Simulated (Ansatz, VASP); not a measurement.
**Ru: VASP beside Ansatz**

```
Ru
1.0
     4.33198    0.00000    0.00000
    -2.16599    3.75160    0.00000
     0.00000    0.00000    2.73276
Ru
3
Direct
  0.00000 0.00000 0.00000
  0.33333 0.66667 0.50000
  0.66667 0.33333 0.50000
```

Alike in both runs: task single point; functional BLYP; k mesh 10 × 10 × 13; occupations fermi-dirac, width 0.1 eV; no spin polarisation.

```csv
,VASP,Ansatz
version,VASP 6.6.1,Ansatz 0.2.0
potentials or method,"VASP PAW PBE potentials, release 64 (Ru_pv)","plane waves (420 eV) with PAW, scalar-relativistic"
plane-wave cutoff (eV),520,420
valence electrons in the cell,42,48
```

|  | VASP | Ansatz | Ansatz less VASP |
| --- | --- | --- | --- |
| pressure (GPa) | 0.7 | 0.0 | -0.64 |
| largest component of the traceless stress (GPa) | 0.04 | 0.21 | +0.169 |

The two sets of potentials don't hold the same shells in valence.

Caveats: the PAW data sets were made with another functional, which shifts forces and pressure a little (VASP).
